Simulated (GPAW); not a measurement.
# KI (Fm-3m): G0W0 on several meshes in GPAW

Aim: the GW shift of KI (Fm-3m) against the k mesh.

Program: GPAW 26.7.0. Level of theory: PBE and many-body steps on it, plane waves. Results are calculated unless marked as measured.

### Step 1. The structure

Symmetry: Fm-3m, No. 225, cubic system. Conventional cell: a = 7.066 Å, b = 7.066 Å, c = 7.066 Å, α = 90.00°, β = 90.00°, γ = 90.00°. Nearest to K lie 6 I at 3.53 Å. I has 6 K at 3.53 Å nearest. Farther neighbours and most contacts between anions are not listed.

Coordinates:

```xyz
2
Lattice="0.0000 3.5328 3.5328 3.5328 0.0000 3.5328 3.5328 3.5328 0.0000" Properties=species:S:1:pos:R:3 pbc="T T T"
K     0.0000    0.0000    0.0000
I     3.5328    3.5328    3.5328
```

The cell and positions come from the Crystallography Open Database and are kept as given unless a step says otherwise. Spin-orbit coupling is left out unless a step names it.

### Step 2. Empty states on the mesh, 4×4×4 mesh, 415 bands

This step: GPAW 26.7.0; DFT, PBE, plane waves, PAW.

The sums over transitions need many empty states on a uniform mesh; this step solves for them.

run.py

```python
import json
import numpy as np
from gpaw.mpi import world
from gpaw import GPAW

calc = GPAW('gs.gpw').fixed_density(kpts={'size': (4, 4, 4), 'gamma': True},
    parallel={'domain': 1, 'band': 1},
    txt='nscf.txt')
calc.diagonalize_full_hamiltonian(nbands=415)
calc.write('full.gpw', mode='all')
res = {}
kpts = calc.get_ibz_k_points()
res['kpts'] = kpts
res['eigenvalues'] = [calc.get_eigenvalues(kpt=k) for k in range(len(kpts))]
res['n_electrons'] = calc.get_number_of_electrons()

if world.rank == 0:
    with open('result.json', 'w') as f:
        json.dump(res, f, default=lambda x: x.tolist())
```

Launch:

```console
> mpirun -n 4 gpaw python run.py
```

Numbers of over 12 decimals in the logs are rounded to 6 here.

What it wrote:

```text
Diagonalizing LCAO Hamiltonian
Converting LCAO to pw mode
convergence criteria:
- Maximum integral of absolute [eigenst]ate change: 4e-08 eV^2 / valence electron
maximum number of iterations: 100

SCF iterations
|iter     |     time |      energy | eigst |  dens |
|iter:   1|  |             | +1.58 |       |
|iter:   2|  |             | +0.50 |       |
|iter:   3|  |             | -0.15 |       |
[...]
|iter:  25|  |             | -6.97 |       |
|iter:  26|  |             | -7.18 |       |
|iter:  27|  |             | -7.44c|       |
SCF steps: 27
  __  _  _
 | _ |_)|_||  |
 |__||  | ||/\| - 26.7.0

Input parameters:
  mode=PW(ecut=450.000000),
  convergence={'density': 1e-06, 'bands': -3},
  gpts=array([25, 25, 25]),
  kpts=MonkhorstPack(size=(4, 4, 4), gamma=True),
  maxiter=100,
  nbands=15,
  occupations=Occupations(name='fermi-dirac', width=0.001, fixmagmom=False),
  parallel={'domain': 1, 'band': 1},
  xc=XC(name='PBE')
Matrix size: 1924x1924
# Writing to full.gpw (mode='all')
  [... matrices ...]

timing:  # [seconds]
  Total: 12.414  # ━━━━━━━━━━━━━━━━━━━━━━━━━━━━━━━━━━━━━━━━━━━━━━━━━━━━━━━━━━
```

It took 16 s on 4 MPI ranks of Arm Neoverse V2, shared host; peak memory 1.9 GiB; 64 s of CPU time.

Numbers from this step:

```yaml
gap: 3.977 eV
k_of_the_valence_top: 0, 0, 0
k_of_the_conduction_bottom: 0, 0, 0
least_direct_gap: 3.977 eV
k_points_computed: 8
lowest_point_of_the_top_converged_band_above_the_valence_top: 155.5190 eV
```

On this mesh the gap is 3.977 eV.

### Step 3. 4×4×4

Now the one-shot GW correction: screening in the RPA, then the self-energy of the levels asked for.

This step: G0W0 on PBE, plane waves, PAW.

run.py

```python
import json
import numpy as np
from gpaw.mpi import world
from gpaw.response.g0w0 import G0W0

gw = G0W0('full.gpw',
    filename='gw',
    kpts=[0],
    bands=(6, 10),
    ecut=96,
    nbands=188,
    integrate_gamma='WS',
    ppa=True)
gw.calculate()
res = {mode: {k: v for k, v in r.items() if k != 'sigma_eskwn'}
       for mode, r in gw.all_results.items()}

if world.rank == 0:
    with open('result.json', 'w') as f:
        json.dump(res, f, default=lambda x: x.tolist())
```

Launch:

```console
> mpirun -n 4 gpaw python run.py
```

What it wrote:

```text
Using integrator: PointIntegrator
FrequencyGridDescriptor(from 0.000+0.000j to 0.000+27.211j eV, 2 points)
Nonperiodic BCs:  [False False False]
Using integrator: PointIntegrator
FrequencyGridDescriptor(from 0.000+0.000j to 0.000+27.211j eV, 2 points)
Nonperiodic BCs:  [False False False]
  ___  _ _ _
 |   || | | |
 | | || | | |
 |__ ||_____|
 |___|

BZ k-points: Symmetries present (total): 48

  [... matrices ...]
64 k-points: 4 x 4 x 4 Monkhorst-Pack grid + [1/8,1/8,1/8]
8 k-points in the irreducible part of the Brillouin zone
       k-points in crystal coordinates                weights
   0:     0.00000000    0.00000000    0.00000000          1/64
   1:     0.25000000    0.25000000    0.00000000          6/64
   2:     0.25000000    0.25000000    0.25000000          8/64
   3:     0.50000000    0.25000000   -0.25000000          6/64
   4:     0.50000000    0.25000000    0.25000000         12/64
   5:     0.50000000    0.50000000    0.00000000          3/64
   6:     0.50000000    0.50000000    0.25000000         24/64
   7:     0.50000000    0.50000000    0.50000000          4/64

Distributing spins, k-points and bands (1 x 1 x 4) over 4 processes
Number of blocks: 1

Quasi particle states:
k-points (IBZ indices): [0]
Band range: (6, 10)
  [... matrices ...]
Computational parameters:
Plane wave cut-off: 96 eV
Number of bands: 188
Coulomb cutoff: None
Broadening: 0.1 eV

fxc modes: GW
Kernel: RPA
Using Godby-Needs plasmon-pole approximation:
  Fitting energy: i*E0, E0 = 1.000 Hartree
Summing all q:

Calculating screened Coulomb potential
No Coulomb truncation
FrequencyGridDescriptor(from 0.000+0.000j to 0.000+27.211j eV, 2 points)
Removing empty qpoint cache files...

Calculating chi0 body with:
    Ground state adapter containing:
    Number of spins: 1
    Number of kpoints: 64
    Number of irreducible kpoints: 8
    Number of completely occupied states: 8
    Number of partially occupied states: 8
    Occupied states memory: 1.907349 M / cpu

    Linear response parametrization:
    q_c: [0.0, 0.0, 0.0]
    Number of frequency points: 2
    Planewave cutoff: 96.0
    Number of bands: 188
    Number of planewaves: 169
    Broadening (eta): 1e-06
    comm.size: 4
    kncomm.size: 4
    blockcomm.size: 1

    Memory estimate of potentially large arrays:
        chi0_wGG: 0.871613 M / cpu
Integrating chi0 body.

Symmetries of q_c:
    Direct symmetries (Uq -> q): 48
    Indirect symmetries (TUq -> q): 0
In total 48 allowed symmetries.

  [... matrices ...]
8 groups of equivalent kpoints. 87.5% reduction.

Integral kind: response function
Integrating chi0 head and wings.

Symmetries of q_c:
    Direct symmetries (Uq -> q): 48
    Indirect symmetries (TUq -> q): 0
In total 48 allowed symmetries.

  [... matrices ...]
8 groups of equivalent kpoints. 87.5% reduction.

Integral kind: response function wings

Calculating chi0 body with:
    Ground state adapter containing:
    Number of spins: 1
    Number of kpoints: 64
    Number of irreducible kpoints: 8
    Number of completely occupied states: 8
    Number of partially occupied states: 8
    Occupied states memory: 1.907349 M / cpu

    Linear response parametrization:
[... the further q-points ...]

Results:
f:      Occupation numbers
eps:     KS-eigenvalues [eV]
vxc:     KS vxc [eV]
exx:     Exact exchange [eV]
sigma:   Self-energies [eV]
dsigma:  Self-energy derivatives
Z:       Renormalization factors
qp:      QP-energies [eV]

k-point 0 (0): (0.000, 0.000, 0.000)                GW
band       f     eps     vxc     exx   sigma  dsigma       Z      qp
                                                                   GW
   6   1.000   0.472 -14.167 -17.271   1.248  -0.217   0.822  -1.053
   7   1.000   0.472 -14.167 -17.271   1.248  -0.217   0.822  -1.053
   8   0.000   4.449  -7.838  -4.348  -2.872  -0.162   0.861   4.981
   9   0.000   6.979  -8.262  -3.910  -3.083  -0.171   0.854   8.063
```

It took 34 s on 4 MPI ranks; peak memory 1.3 GiB; 2.3 min of CPU time.

This step gave:

| Item | Value |
| --- | --- |
| G0W0 gap on the points computed | 6.034 eV |
| least direct G0W0 gap on the computed points | 6.034 eV |
| Z at the valence top | 0.8217 |
| Z at the conduction bottom | 0.8608 |
| starting gap on the mesh | 3.977 eV |
| k of the valence top | 0, 0, 0 |
| k of the conduction bottom | 0, 0, 0 |

The gap on the mesh goes from 3.98 eV to 6.03 eV, a correction of +2.06 eV.

### Step 4. Empty states on the mesh, 2×2×2 mesh, 198 bands

This step: DFT, PBE, plane waves, PAW.

run.py

```python
import json
import numpy as np
from gpaw.mpi import world
from gpaw import GPAW

calc = GPAW('gs.gpw').fixed_density(kpts={'size': (2, 2, 2), 'gamma': True},
    parallel={'domain': 1, 'band': 1},
    txt='nscf.txt')
calc.diagonalize_full_hamiltonian(nbands=198)
calc.write('full.gpw', mode='all')
res = {}
kpts = calc.get_ibz_k_points()
res['kpts'] = kpts
res['eigenvalues'] = [calc.get_eigenvalues(kpt=k) for k in range(len(kpts))]
res['n_electrons'] = calc.get_number_of_electrons()

if world.rank == 0:
    with open('result.json', 'w') as f:
        json.dump(res, f, default=lambda x: x.tolist())
```

Launch:

```console
> mpirun -n 3 gpaw python run.py
```

What it wrote:

```text
Diagonalizing LCAO Hamiltonian
Converting LCAO to pw mode
convergence criteria:
- Maximum integral of absolute [eigenst]ate change: 4e-08 eV^2 / valence electron
maximum number of iterations: 100

SCF iterations
|iter     |     time |      energy | eigst |  dens |
|iter:   1|  |             | +1.51 |       |
|iter:   2|  |             | +0.90 |       |
|iter:   3|  |             | +0.37 |       |
[...]
|iter:  30|  |             | -7.12 |       |
|iter:  31|  |             | -7.34 |       |
|iter:  32|  |             | -7.55c|       |
SCF steps: 32
  __  _  _
 | _ |_)|_||  |
 |__||  | ||/\| - 26.7.0

Input parameters:
  mode=PW(ecut=450.000000),
  convergence={'density': 1e-06, 'bands': -3},
  gpts=array([25, 25, 25]),
  kpts=MonkhorstPack(size=(2, 2, 2), gamma=True),
  maxiter=100,
  nbands=15,
  occupations=Occupations(name='fermi-dirac', width=0.001, fixmagmom=False),
  parallel={'domain': 1, 'band': 1},
  xc=XC(name='PBE')
Matrix size: 1917x1917
# Writing to full.gpw (mode='all')
  [... matrices ...]

timing:  # [seconds]
  Total: 5.720  # ━━━━━━━━━━━━━━━━━━━━━━━━━━━━━━━━━━━━━━━━━━━━━━━━━━━━━━━━━━━
```

Elapsed: 8.9 s, on 3 MPI ranks; peak memory 1.2 GiB; 26 s of CPU time.

This step gave:

```
gap                                                           : 3.977 eV
k of the valence top                                          : 0, 0, 0
k of the conduction bottom                                    : 0, 0, 0
least direct gap                                              : 3.977 eV
k points computed                                             : 3
lowest point of the top converged band, above the valence top : 92.9102 eV
```

On this mesh the gap is 3.977 eV.

### Step 5. 2×2×2

This step: G0W0 on PBE, plane waves, PAW.

run.py

```python
import json
import numpy as np
from gpaw.mpi import world
from gpaw.response.g0w0 import G0W0

gw = G0W0('full.gpw',
    filename='gw',
    kpts=[0],
    bands=(6, 10),
    ecut=96,
    nbands=188,
    integrate_gamma='WS',
    ppa=True)
gw.calculate()
res = {mode: {k: v for k, v in r.items() if k != 'sigma_eskwn'}
       for mode, r in gw.all_results.items()}

if world.rank == 0:
    with open('result.json', 'w') as f:
        json.dump(res, f, default=lambda x: x.tolist())
```

Launch:

```console
> mpirun -n 4 gpaw python run.py
```

What it wrote:

```text
Using integrator: PointIntegrator
FrequencyGridDescriptor(from 0.000+0.000j to 0.000+27.211j eV, 2 points)
Nonperiodic BCs:  [False False False]
Using integrator: PointIntegrator
FrequencyGridDescriptor(from 0.000+0.000j to 0.000+27.211j eV, 2 points)
Nonperiodic BCs:  [False False False]
  ___  _ _ _
 |   || | | |
 | | || | | |
 |__ ||_____|
 |___|

BZ k-points: Symmetries present (total): 48

  [... matrices ...]
8 k-points: 2 x 2 x 2 Monkhorst-Pack grid + [1/4,1/4,1/4]
3 k-points in the irreducible part of the Brillouin zone
       k-points in crystal coordinates                weights
   0:     0.00000000    0.00000000    0.00000000          1/8
   1:     0.50000000    0.50000000    0.00000000          3/8
   2:     0.50000000    0.50000000    0.50000000          4/8

Distributing spins, k-points and bands (1 x 1 x 4) over 4 processes
Number of blocks: 1

Quasi particle states:
k-points (IBZ indices): [0]
Band range: (6, 10)
  [... matrices ...]
Computational parameters:
Plane wave cut-off: 96 eV
Number of bands: 188
Coulomb cutoff: None
Broadening: 0.1 eV

fxc modes: GW
Kernel: RPA
Using Godby-Needs plasmon-pole approximation:
  Fitting energy: i*E0, E0 = 1.000 Hartree
Summing all q:

Calculating screened Coulomb potential
No Coulomb truncation
FrequencyGridDescriptor(from 0.000+0.000j to 0.000+27.211j eV, 2 points)
Removing empty qpoint cache files...

Calculating chi0 body with:
    Ground state adapter containing:
    Number of spins: 1
    Number of kpoints: 8
    Number of irreducible kpoints: 3
    Number of completely occupied states: 8
    Number of partially occupied states: 8
    Occupied states memory: 1.907349 M / cpu

    Linear response parametrization:
    q_c: [0.0, 0.0, 0.0]
    Number of frequency points: 2
    Planewave cutoff: 96.0
    Number of bands: 188
    Number of planewaves: 169
    Broadening (eta): 1e-06
    comm.size: 4
    kncomm.size: 4
    blockcomm.size: 1

    Memory estimate of potentially large arrays:
        chi0_wGG: 0.871613 M / cpu
Integrating chi0 body.

Symmetries of q_c:
    Direct symmetries (Uq -> q): 48
    Indirect symmetries (TUq -> q): 0
In total 48 allowed symmetries.

  [... matrices ...]
3 groups of equivalent kpoints. 62.5% reduction.

Integral kind: response function
Integrating chi0 head and wings.

Symmetries of q_c:
    Direct symmetries (Uq -> q): 48
    Indirect symmetries (TUq -> q): 0
In total 48 allowed symmetries.

  [... matrices ...]
3 groups of equivalent kpoints. 62.5% reduction.

Integral kind: response function wings

Calculating chi0 body with:
    Ground state adapter containing:
    Number of spins: 1
    Number of kpoints: 8
    Number of irreducible kpoints: 3
    Number of completely occupied states: 8
    Number of partially occupied states: 8
    Occupied states memory: 1.907349 M / cpu

    Linear response parametrization:
[... the further q-points ...]

Results:
f:      Occupation numbers
eps:     KS-eigenvalues [eV]
vxc:     KS vxc [eV]
exx:     Exact exchange [eV]
sigma:   Self-energies [eV]
dsigma:  Self-energy derivatives
Z:       Renormalization factors
qp:      QP-energies [eV]

k-point 0 (0): (0.000, 0.000, 0.000)                GW
band       f     eps     vxc     exx   sigma  dsigma       Z      qp
                                                                   GW
   6   1.000   0.472 -14.167 -17.472   1.388  -0.216   0.822  -1.104
   7   1.000   0.472 -14.167 -17.472   1.388  -0.216   0.822  -1.104
   8   0.000   4.449  -7.838  -4.114  -3.067  -0.170   0.855   5.011
   9   0.000   6.979  -8.262  -3.858  -3.180  -0.178   0.849   8.018
```

Elapsed: 6.5 s, on 4 MPI ranks; peak memory 1.2 GiB.

Numbers from this step:

```yaml
g0w0_gap_on_the_points_computed: 6.115 eV
least_direct_g0w0_gap_on_the_computed_points: 6.115 eV
z_at_the_valence_top: 0.8225
z_at_the_conduction_bottom: 0.8547
starting_gap_on_the_mesh: 3.977 eV
k_of_the_valence_top: 0, 0, 0
k_of_the_conduction_bottom: 0, 0, 0
```

Against G0W0 in GPAW (4×4×4 mesh, 188 bands, screening to 96 eV, Godby-Needs plasmon pole), the gap moves by +0.081 eV.

### Step 6. Side by side

Times are wall times on 4 MPI ranks of Arm Neoverse V2, shared host, good to a factor of about two.

| run | mesh | bands | screening cutoff (eV) | DFT gap (eV) | gap on the mesh (eV) | direct (eV) | time |
| --- | --- | --- | --- | --- | --- | --- | --- |
| 4×4×4 | 4×4×4 | 188 | 96 | 3.977 | 6.034 | 6.034 | 34 s |
| 2×2×2 | 2×2×2 | 188 | 96 | 3.977 | 6.115 | 6.115 | 6.5 s |

### Step 7. Results

```json
{
  "4×4×4": "6.034 eV",
  "2×2×2": "6.115 eV",
  "known limits": "not at the basis limit; no spin-orbit coupling; coarse k mesh"
}
```

What this shows: 2×2×2: +0.081 eV against 4×4×4. Bands and cutoff are finite, so the gap is not at the basis limit. The miss can reach some tenths of an eV and take either sign; the mesh is an error of its own. These stock PAW sets were not made for GW; the filled d or f shell of I lies in the frozen core, which bears on start and correction. In the G0W0 runs levels were corrected at 1 k point alone, so a gap called «on the mesh» is the least over those, and an edge elsewhere would be missed. The many-body steps are scalar-relativistic: spin-orbit coupling is not in them.

[Paths, hosts, dates, memory and timing lines, banners, echoed tables and standing remarks are left out of the program output.]

[Logs are printed without paths, hosts, clocks, repeated set-up lines and the standing remarks that a program may print on its own settings, such as how far it seeks lower states.]

[Runs of the session that timed out or met a known fault of the program may be left out.]

[Hosts, paths, dates, database ids (printed as entryN), source tags and the programs' standing remarks are cut or masked in the printed files.]
